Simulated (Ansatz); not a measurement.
# C: what a guessed cell relaxes into

Where does this trial cell of C go when cell and atoms are let free, and does the end survive a random kick?

Computed with Ansatz 0.2.0 (DFT PBE, scalar-relativistic, plane waves, PAW, unless a step's input says otherwise).

### Step 1. Starting point

It takes space group Fddd (No. 70, orthorhombic). The conventional cell has a = 2.310 Å, b = 4.618 Å, c = 7.209 Å, α = 90.00°, β = 90.00°, γ = 90.00°. C (site symmetry 2) is surrounded by 4 C at 1.47 to 1.57 Å.

As a file:

```
C
1.0
     0.00000    2.30900    3.60470
     1.15521    0.00000    3.60470
     1.15521    2.30900    0.00000
C
4
Cartesian
  1.7328 3.4635 4.0606
  1.1552 2.3090 2.2582
  1.1552 2.3090 4.9512
  1.7328 3.4635 6.7535
```

Recipe of the guess: 4-connected net of one element (Fddd, No. 70). Its size is a rough estimate.

### Step 2. A first look at the guess

Input file input.yaml:

```yaml
crystal:
  lattice:
    - [0.0, 2.30900469, 3.60469805]
    - [1.15521332, 0.0, 3.60469805]
    - [1.15521332, 2.30900469, 0.0]
  atoms:
    - { symbol: C, position: [0.56323105, 0.56323105, 0.93676895] }
    - { symbol: C, position: [0.31323105, 0.31323105, 0.68676895] }
    - { symbol: C, position: [0.68676895, 0.68676895, 0.31323105] }
    - { symbol: C, position: [0.93676895, 0.93676895, 0.56323105] }
basis:
  ecutwfc: 420
kpoints:
  mp_grid: { grid: [8, 8, 8] }
hamiltonian:
  xc: pbe
scf:
  occupations: { method: gaussian, width: 0.1 }
  lower_state_search: "off"
output:
  forces: true
  stress: true
  eigenvalues: true
```

Launch:

```
ansatz run input.yaml --threads 1 --pin off --max-ram 2560MiB --backend cpu --events-out ev --progress --plain --runs-dir out
```

The log of the run (excerpt; [...] marks lines left out):

```text
[...]
SCF converged after 6 iterations
Free energy (F): -997.883923 eV
[...]
E sigma→0 (E₀):  -997.883923 eV
Fermi energy:    17.903715 eV
[...]
--- Forces (eV/Å), atoms counted from 1 ---
  atom   1  C     -0.00000000     0.00000000     0.32238300
  atom   2  C     -0.00000000     0.00000000     0.32238300
  atom   3  C      0.00000000    -0.00000000    -0.32238300
  atom   4  C      0.00000000    -0.00000000    -0.32238300
[...]
--- Stress (GPa, compression-positive) ---
      101.288579       0.000000      -0.000000
        0.000000      83.907138       0.000000
       -0.000000       0.000000      76.924310
  P = ⅓ Tr σ = 87.3733 GPa (873.733 kbar)
--- Band table (eV; the first three rows and the last of 95) ---
  k-point 0: bands = ["-7.2021", "1.3294", "2.1151", "10.2473", "14.1458", "15.3517", "16.7963", "16.7986", "21.8877", "22.6808", "23.0874", "25.2740"]
[...]
```

Run time: 1.7 s. Hardware: 1 thread of Intel Xeon at 2.60GHz (Ice Lake), shared host; peak memory 0.36 GiB.

The probe gives pressure 87.4 GPa, largest force 0.32 eV/Å, gap on this mesh 2.21 eV. A cheap, loose relaxation comes first.

### Step 3. Rough relaxation on the coarse mesh

Edit input.yaml of step 2 so:

```diff
@@ -23 +23,6 @@
   eigenvalues: true
+relax:
+  adjacent_minimum: "off"
+  f_tol: 0.04
+  max_steps: 70
+  cell: { stress_tol: 0.4 }
```

Launch:

```
ansatz run input.yaml --threads 1 --pin off --max-ram 2560MiB --backend cpu --events-out ev --progress --plain --runs-dir out
```

The log of the run:

```text
Warning: RAYON_NUM_THREADS=1 ignored (pool sized by the plan → 1); use --threads N
Engine: ansatz 0.2.0, x86_64-unknown-linux-gnu
Pseudopotentials: kind: paw
Pseudopotential: C, paw, valence charge 4, recommended cutoff 420 eV (normal), C.paw.azcp
Functional definition: PBE
  parameter kappa = 0.804
  parameter beta = 0.06672455060314922
  exchange = pbe_x(kappa = kappa, mu = beta*pi^2/3)
  correlation = pbe_c(beta = beta)
Crystal: 4 atoms, lattice volume = 19.230 Å³
Basis set: ecut = 420 eV, 377 PW (Γ), exchange–correlation on 60×54×36 points (8 copies of the dense FFT grid, shifted against one another)
Bands: 12, of which v1, the nominal top of the filled ones, is band 8 counted from 1 (7 counted from 0)
Symmetry: 8 space group operations
Space group: Fddd (ITA 70), of the structure as read, at distance tolerance 2.7e-5 Å
k-points: 95 of 512
Non-local potential: C, projectors of the file, l = 0: 2, l = 1: 2, l = 2: 1
PAW form: soft (Blöchl's): semilocal exchange-correlation on the pseudo side does not see the compensation charge
PAW one-centre angular grid: C, 110 points (default); XC on 64 Gauss nodes
Initial density: superposition of atomic densities (neutral atoms: chi_scale 0, normalization atom), corrected by the library's trained network
Initial wavefunctions: pseudopotential atomic-orbital guess
Functional: x = pbe(κ = 0.804, μ = 0.2195149727645171), c = pbe(β = 0.06672455060314922)
SCF iter   1: F=—  HF=-997.888221 eV  |F-HF|=—  |Δ(HF+E_count)|=         —  Δρ=1.45e-2  dr2=1.72e-2  ethr=1.77e-3  ⟨swp⟩=5.3  Hψ=6728  notcnv=0
preconditioner: auto → none  [insulator: Δε(μ)=2.182 eV  Ē_g=16.820 eV  σ=0.100 eV  W_gap=1.00  n_scr=2 (ndim 8)  ℏωp=33.9 eV  f_vac=0.000  D(μ)=0.00/eV (n_scr^D=0)  ε∞_Penn≈5.1]
SCF iter   2: F=—  HF=-997.884154 eV  |F-HF|=—  |Δ(HF+E_count)|=   4.07e-3  Δρ=6.48e-3  dr2=2.89e-3  ethr=1.08e-4  ⟨swp⟩=1.0  Hψ=1907  notcnv=0
SCF iter   3: F=—  HF=-997.883911 eV  |F-HF|=—  |Δ(HF+E_count)|=   2.43e-4  Δρ=6.02e-4  dr2=1.69e-5  ethr=1.80e-5  ⟨swp⟩=2.0  Hψ=1898  notcnv=0
SCF iter   4: F=—  HF=-997.883923 eV  |F-HF|=—  |Δ(HF+E_count)|=   1.24e-5  Δρ=5.55e-5  dr2=2.04e-7  ethr=1.06e-7  ⟨swp⟩=2.8  Hψ=1915  notcnv=0
iter 5 did not close the SCF: its close was put off for the readings that it lacked (scf_convergence_deferred on its scf_iter line)
SCF iter   5: F=-997.883923 eV  HF=-997.883923 eV  |F-HF|=5.73e-9  |Δ(HF+E_count)|=   1.89e-7  Δρ=8.98e-6  dr2=4.47e-9  ethr=1.28e-9  ⟨swp⟩=2.4  Hψ=1908  notcnv=0
SCF iter   6: F=-997.883923 eV  HF=-997.883923 eV  |F-HF|=9.78e-12  |Δ(HF+E_count)|=   6.11e-9  Δρ=5.98e-7  dr2=1.86e-11  ethr=2.80e-11  ⟨swp⟩=2.0  Hψ=3756  notcnv=0
SCF 1 converged in 6 iterations: F = -997.883923 eV  dr2 = 1.86e-11
relax step   1: F+E_penalty+E_count = -997.88392316 eV  Δ(F+E_penalty+E_count) = +0.000e0 eV  max|allowed force component| = 3.224e-1 eV/Å  Δτ_max = 0.0000 Å  P = +87.373 GPa  Ω = 19.230 Å³  (6 SCF iters, dr2 threshold 1.00e-7 eV, accepted)
Crystal: 4 atoms, lattice volume = 20.948 Å³
Basis set: ecut = 420 eV, 415 PW (Γ), exchange–correlation on 60×54×36 points (8 copies of the dense FFT grid, shifted against one another)
Initial density: handed on by an earlier stage of this run
Initial wavefunctions: those handed on with the density
iter 1 solved again at ethr=5.09e-4 eV; its pass at ethr=3.10e-3 eV (dr2=8.14e-2 eV) is discarded
SCF iter   1: F=—  HF=-998.528496 eV  |F-HF|=—  |Δ(HF+E_count)|=         —  Δρ=2.26e-2  dr2=8.00e-2  ethr=5.09e-4  ⟨swp⟩=1.0  Hψ=9055  notcnv=0
preconditioner: auto → none  [insulator: Δε(μ)=1.967 eV  Ē_g=15.859 eV  σ=0.100 eV  W_gap=1.00  n_scr=2 (ndim 8)  ℏωp=32.5 eV  f_vac=0.000  D(μ)=0.00/eV (n_scr^D=0)  ε∞_Penn≈5.2]
SCF iter   2: F=—  HF=-998.507168 eV  |F-HF|=—  |Δ(HF+E_count)|=   2.13e-2  Δρ=9.12e-3  dr2=1.28e-2  ethr=5.00e-4  ⟨swp⟩=2.7  Hψ=1821  notcnv=0
SCF iter   3: F=—  HF=-998.504179 eV  |F-HF|=—  |Δ(HF+E_count)|=   2.99e-3  Δρ=7.42e-4  dr2=4.11e-5  ethr=8.02e-5  ⟨swp⟩=2.3  Hψ=1921  notcnv=0
SCF iter   4: F=—  HF=-998.504217 eV  |F-HF|=—  |Δ(HF+E_count)|=   3.83e-5  Δρ=5.27e-5  dr2=1.49e-7  ethr=2.57e-7  ⟨swp⟩=2.0  Hψ=1901  notcnv=0
iter 5 did not close the SCF: its close was put off for the readings that it lacked (scf_convergence_deferred on its scf_iter line)
SCF iter   5: F=-998.504217 eV  HF=-998.504217 eV  |F-HF|=2.68e-9  |Δ(HF+E_count)|=   2.38e-7  Δρ=6.08e-6  dr2=1.73e-9  ethr=9.31e-10  ⟨swp⟩=2.1  Hψ=1834  notcnv=0
SCF iter   6: F=-998.504217 eV  HF=-998.504217 eV  |F-HF|=0.00e0  |Δ(HF+E_count)|=   2.92e-9  Δρ=2.83e-7  dr2=7.60e-12  ethr=1.08e-11  ⟨swp⟩=1.5  Hψ=4022  notcnv=0
SCF 2 converged in 6 iterations: F = -998.504217 eV  dr2 = 7.60e-12
relax step   2: F+E_penalty+E_count = -998.50421712 eV  Δ(F+E_penalty+E_count) = -6.203e-1 eV  max|allowed force component| = 1.528e-1 eV/Å  Δτ_max = 0.0013 Å  P = +33.877 GPa  Ω = 20.948 Å³  energy of the carried Pulay correction = -1.021e-2 eV  (6 SCF iters, dr2 threshold 4.00e-7 eV, accepted)
Crystal: 4 atoms, lattice volume = 22.276 Å³
Basis set: ecut = 420 eV, 453 PW (Γ), exchange–correlation on 60×54×36 points (8 copies of the dense FFT grid, shifted against one another)
iter 1 solved again at ethr=2.40e-4 eV; its pass at ethr=3.10e-3 eV (dr2=3.84e-2 eV) is discarded
SCF iter   1: F=—  HF=-998.659797 eV  |F-HF|=—  |Δ(HF+E_count)|=         —  Δρ=1.49e-2  dr2=3.78e-2  ethr=2.40e-4  ⟨swp⟩=1.0  Hψ=8821  notcnv=0
preconditioner: auto → none  [insulator: Δε(μ)=1.981 eV  Ē_g=15.102 eV  σ=0.100 eV  W_gap=1.00  n_scr=4 (ndim 8)  ℏωp=31.5 eV  f_vac=0.000  D(μ)=0.00/eV (n_scr^D=0)  ε∞_Penn≈5.3]
SCF iter   2: F=—  HF=-998.649394 eV  |F-HF|=—  |Δ(HF+E_count)|=   1.04e-2  Δρ=6.04e-3  dr2=6.14e-3  ethr=2.37e-4  ⟨swp⟩=1.9  Hψ=1611  notcnv=0
SCF iter   3: F=—  HF=-998.647926 eV  |F-HF|=—  |Δ(HF+E_count)|=   1.47e-3  Δρ=4.78e-4  dr2=1.72e-5  ethr=3.84e-5  ⟨swp⟩=2.5  Hψ=1935  notcnv=0
SCF iter   4: F=—  HF=-998.647943 eV  |F-HF|=—  |Δ(HF+E_count)|=   1.66e-5  Δρ=3.10e-5  dr2=7.58e-8  ethr=1.07e-7  ⟨swp⟩=2.5  Hψ=1939  notcnv=0
iter 5 did not close the SCF: its close was put off for the readings that it lacked (scf_convergence_deferred on its scf_iter line)
SCF iter   5: F=-998.647943 eV  HF=-998.647943 eV  |F-HF|=1.29e-9  |Δ(HF+E_count)|=   1.11e-7  Δρ=4.17e-6  dr2=8.62e-10  ethr=4.74e-10  ⟨swp⟩=2.1  Hψ=1886  notcnv=0
SCF iter   6: F=-998.647943 eV  HF=-998.647943 eV  |F-HF|=1.14e-12  |Δ(HF+E_count)|=   1.39e-9  Δρ=1.72e-7  dr2=3.88e-12  ethr=5.39e-12  ⟨swp⟩=1.1  Hψ=3447  notcnv=0
SCF 3 converged in 6 iterations: F = -998.647943 eV  dr2 = 3.88e-12
relax step   3: F+E_penalty+E_count = -998.64794310 eV  Δ(F+E_penalty+E_count) = -1.437e-1 eV  max|allowed force component| = 1.036e-1 eV/Å  Δτ_max = 0.0063 Å  P = +3.401 GPa  Ω = 22.276 Å³  energy of the carried Pulay correction = -1.753e-2 eV  (6 SCF iters, dr2 threshold 4.00e-7 eV, accepted)
[... 12 lines left out ...]
relax step   4: F+E_penalty+E_count = -998.65476764 eV  Δ(F+E_penalty+E_count) = -6.825e-3 eV  max|allowed force component| = 2.042e-1 eV/Å  Δτ_max = 0.0007 Å  P = -0.641 GPa  Ω = 22.533 Å³  energy of the carried Pulay correction = -1.889e-2 eV  (6 SCF iters, dr2 threshold 4.00e-7 eV, accepted)
[... 13 lines left out ...]
relax step   5: F+E_penalty+E_count = -998.65643537 eV  Δ(F+E_penalty+E_count) = -1.668e-3 eV  max|allowed force component| = 6.602e-2 eV/Å  Δτ_max = 0.0026 Å  P = -0.269 GPa  Ω = 22.526 Å³  energy of the carried Pulay correction = -1.885e-2 eV  (6 SCF iters, dr2 threshold 4.00e-7 eV, accepted)
[... 13 lines left out ...]
relax step   6: F+E_penalty+E_count = -998.65663415 eV  Δ(F+E_penalty+E_count) = -1.988e-4 eV  max|allowed force component| = 1.944e-3 eV/Å  Δτ_max = 0.0013 Å  P = +0.017 GPa  Ω = 22.523 Å³  energy of the carried Pulay correction = -1.884e-2 eV  (6 SCF iters, dr2 threshold 4.00e-7 eV, accepted)
[... 12 lines left out ...]
relax step   7: F+E_penalty+E_count = -998.69937314 eV  Δ(F+E_penalty+E_count) = -4.274e-2 eV  max|allowed force component| = 2.444e-3 eV/Å  Δτ_max = 0.0000 Å  P = +2.458 GPa  Ω = 22.523 Å³  stress off target by 3.15e0 GPa  SCF on the basis re-selected at this cell (its energy is not comparable with the rows above)  (6 SCF iters)
[... 15 lines left out ...]
relax step   8: F+E_penalty+E_count = -998.69977684 eV  Δ(F+E_penalty+E_count) = -4.037e-4 eV  max|allowed force component| = 3.472e-4 eV/Å  Δτ_max = 0.0007 Å  P = +0.176 GPa  Ω = 22.665 Å³  energy of the carried Pulay correction = -8.749e-4 eV  (6 SCF iters, dr2 threshold 4.00e-7 eV, accepted)
iter 1 solved again at ethr=2.06e-8 eV; its pass at ethr=3.10e-3 eV (dr2=3.29e-6 eV) is discarded
SCF iter   1: F=—  HF=-998.700582 eV  |F-HF|=—  |Δ(HF+E_count)|=         —  Δρ=5.06e-5  dr2=7.94e-8  ethr=2.06e-8  ⟨swp⟩=3.4  Hψ=9626  notcnv=0
preconditioner: auto → none  [insulator: Δε(μ)=1.919 eV  Ē_g=14.920 eV  σ=0.100 eV  W_gap=1.00  n_scr=4 (ndim 8)  ℏωp=31.2 eV  f_vac=0.000  D(μ)=0.00/eV (n_scr^D=0)  ε∞_Penn≈5.4]
SCF iter   2: F=—  HF=-998.700583 eV  |F-HF|=—  |Δ(HF+E_count)|=   1.08e-6  Δρ=2.53e-5  dr2=1.80e-8  ethr=4.96e-10  ⟨swp⟩=2.4  Hψ=1761  notcnv=0
iter 3 did not close the SCF: its close was put off for the readings that it lacked (scf_convergence_deferred on its scf_iter line)
SCF iter   3: F=-998.700583 eV  HF=-998.700583 eV  |F-HF|=1.33e-10  |Δ(HF+E_count)|=   5.01e-8  Δρ=1.30e-6  dr2=6.67e-11  ethr=1.12e-10  ⟨swp⟩=2.6  Hψ=1910  notcnv=0
iter 4 did not close the SCF: its close was put off for the readings that it lacked (scf_convergence_deferred on its scf_iter line)
SCF iter   4: F=-998.700583 eV  HF=-998.700583 eV  |F-HF|=1.14e-13  |Δ(HF+E_count)|=  1.37e-10  Δρ=4.51e-8  dr2=2.24e-13  ethr=1.00e-12  ⟨swp⟩=2.4  Hψ=1899  notcnv=0
iter 5 did not close the SCF: its close was put off for the readings that it lacked (scf_convergence_deferred on its scf_iter line)
SCF iter   5: F=-998.700583 eV  HF=-998.700583 eV  |F-HF|=1.14e-13  |Δ(HF+E_count)|=  3.41e-13  Δρ=6.59e-9  dr2=2.96e-15  ethr=1.00e-12  ⟨swp⟩=1.0  Hψ=1140  notcnv=0
iter 6 did not close the SCF: its close was put off for the readings that it lacked (scf_convergence_deferred on its scf_iter line)
SCF iter   6: F=-998.700583 eV  HF=-998.700583 eV  |F-HF|=3.41e-13  |Δ(HF+E_count)|=  3.41e-13  Δρ=1.00e-9  dr2=8.65e-17  ethr=1.00e-12  ⟨swp⟩=1.0  Hψ=1140  notcnv=0
SCF iter   7: F=-998.700583 eV  HF=-998.700583 eV  |F-HF|=2.27e-13  |Δ(HF+E_count)|=    0.00e0  Δρ=2.47e-10  dr2=6.50e-18  ethr=1.00e-12  ⟨swp⟩=1.0  Hψ=2660  notcnv=0
SCF 9 converged in 7 iterations: F = -998.700583 eV  dr2 = 6.50e-18
relax step   9: F+E_penalty+E_count = -998.70058283 eV  Δ(F+E_penalty+E_count) = -8.060e-4 eV  max|allowed force component| = 4.289e-4 eV/Å  Δτ_max = 0.0000 Å  P = +0.193 GPa  Ω = 22.665 Å³  stress off target by 2.99e-1 GPa  SCF on the basis re-selected at this cell (its energy is not comparable with the rows above)  (7 SCF iters)
basis re-selected at this cell: Δ(F+E_penalty+E_count) = -8.060e-4 eV, ΔP = +0.017 GPa vs the last step (what re-selecting the basis moved, of the pressure what is left beyond the Pulay correction that the steps carried, after the strain that the cell walked since its last selection, with what the two solves' SCF thresholds leave and, on support functions, any second-order correction that the steps lacked; it is no measure of the basis error at this ecutwfc). This SCF's stress stands 2.99e-1 GPa from its target on what of the cell is left free (relax.cell.stress_tol is 4.00e-1 GPa) and its largest allowed force component is 4.29e-4 eV/Å (relax.f_tol is 4.00e-2 eV/Å): within both
SCF converged after 7 iterations
Free energy (F): -998.700583 eV
Harris-Foulkes:  -998.700583 eV  (|F-HF|=2.27e-13)
Internal energy: -998.700583 eV  (E = F + TS)
E sigma→0 (E₀):  -998.700583 eV
Fermi energy:    14.844566 eV
--- Per-component energies (eV) ---
  E_band       = 77.303322
  E_kinetic    = 361.433900
  E_local      = -210.361878  (includes V_loc(G=0)·N_el)
  E_nonlocal   = 106.713925
  E_hartree    = 42.152912
  E_xc         = -193.111815
  E_vxc        = -239.699349  (∫ρ·V_xc dr)
  E_paw        = -395.656536  (= ΣΔE_a)
  E_vpaw       = -25.089135  (= ΣTr[D̂ρ^β])
  E_aug_tail   = 0.000033  (compensation charges beyond the density's cutoff)
  E_ewald      = -709.871124
  E_smearing   = -0.000000  (= −TS)
  E_closure    = 0.000000  (closes the sum)
  Σ components = -998.700583   (vs F -998.700583, Δ=0.00e0)
--- Forces (eV/Å), atoms counted from 1 ---
  atom   1  C      0.00000000     0.00000000     0.00042895
  atom   2  C     -0.00000000    -0.00000000     0.00042895
  atom   3  C     -0.00000000    -0.00000000    -0.00042895
  atom   4  C      0.00000000     0.00000000    -0.00042895
  max |Σ_I F_I| component: 7.37e-18 eV/Å
--- Stress (GPa, compression-positive) ---
        0.103850       0.000000      -0.000000
        0.000000       0.298767       0.000000
       -0.000000       0.000000       0.176677
  P = ⅓ Tr σ = 0.1931 GPa (1.931 kbar)
--- Band table (eV; the first three rows and the last of 95) ---
  k-point 0: bands = ["-8.0329", "-0.4378", "0.6778", "7.7259", "11.0249", "12.0120", "13.6853", "13.8886", "17.7985", "18.2123", "19.5840", "20.4707"]
  k-point 1: bands = ["-7.6108", "-0.6376", "1.5939", "7.3238", "9.6733", "10.9528", "12.6826", "13.0385", "17.9731", "18.9326", "19.4218", "20.7324"]
  k-point 2: bands = ["-6.3529", "-0.4228", "3.4098", "5.5675", "6.8195", "9.5763", "11.0819", "11.3561", "17.2574", "18.9499", "20.1943", "22.0594"]
  k-point 94: bands = ["-5.9437", "-5.9437", "8.5921", "8.5921", "9.4485", "9.4485", "11.7521", "11.7521", "19.8088", "19.8088", "22.3344", "22.3344"]
--- Relaxed structure (7 steps of the walk, 7 accepted, 2 SCFs on fresh bases) ---
  F+E_penalty+E_count = -998.70058283 eV   max|allowed force component| = 4.289e-4 eV/Å   (the final SCF, on the basis selected at the relaxed cell)
  cell:  # Å, volume = 22.6655 Å³
    - [-5.8459120550484314e-33, 2.472558154650367, 3.767575312576674]
    - [1.2165404754464975, -4.8399965654287974e-33, 3.767575312576674]
    - [1.2165404754464975, 2.472558154650367, -1.0373834691103697e-33]
  atoms:
    - { symbol: C, position: [0.5620042168307247, 0.5620042168307249, 0.9379957831692752] }
    - { symbol: C, position: [0.3120042168307246, 0.3120042168307247, 0.6879957831692753] }
    - { symbol: C, position: [0.6879957831692751, 0.6879957831692753, 0.31200421683072477] }
    - { symbol: C, position: [0.9379957831692752, 0.9379957831692755, 0.5620042168307247] }
```

It took 15 s on 1 thread of Intel Xeon at 2.60GHz (Ice Lake), shared host; peak memory 0.38 GiB.

The steps of the relaxation:

| step | E - E(step 1) (eV/cell) | largest force component (eV/Å) | pressure (GPa) | volume (Å³) |
| --- | --- | --- | --- | --- |
| 1 | 0.0000 | 0.3224 | 87.37 | 19.23 |
| 2 | -0.6203 | 0.1528 | 33.88 | 20.95 |
| 3 | -0.7640 | 0.1036 | 3.40 | 22.28 |
| 4 | -0.7708 | 0.2042 | -0.64 | 22.53 |
| 5 | -0.7725 | 0.0660 | -0.27 | 22.53 |
| 6 | -0.7727 | 0.0019 | 0.02 | 22.52 |
| 7 | -0.8155 | 0.0024 | 2.46 | 22.52 |
| 8 | -0.8159 | 0.0003 | 0.18 | 22.67 |
| 9 | -0.8167 | 0.0004 | 0.19 | 22.67 |

Step 1 is the start. Steps 7, 9 each repeat the geometry before them on a plane-wave basis chosen anew, so the energy can jump there without any move.

Lengths and angles in the start's conventional setting:

|  | before | after | change |
| --- | --- | --- | --- |
| a (Å) | 2.310 | 2.433 | +5.3 % |
| b (Å) | 4.618 | 4.945 | +7.1 % |
| c (Å) | 7.209 | 7.535 | +4.5 % |
| volume (Å³/atom) | 4.81 | 5.67 | +17.9 % |
| shortest distance (Å) | 1.472 | 1.534 | +4.2 % |
| space group (0.01 Å) | Fddd | Fddd | same |

The run keeps the 8 symmetry operations of the start, so it could not have lowered the symmetry.

[end of part 1 of 3]
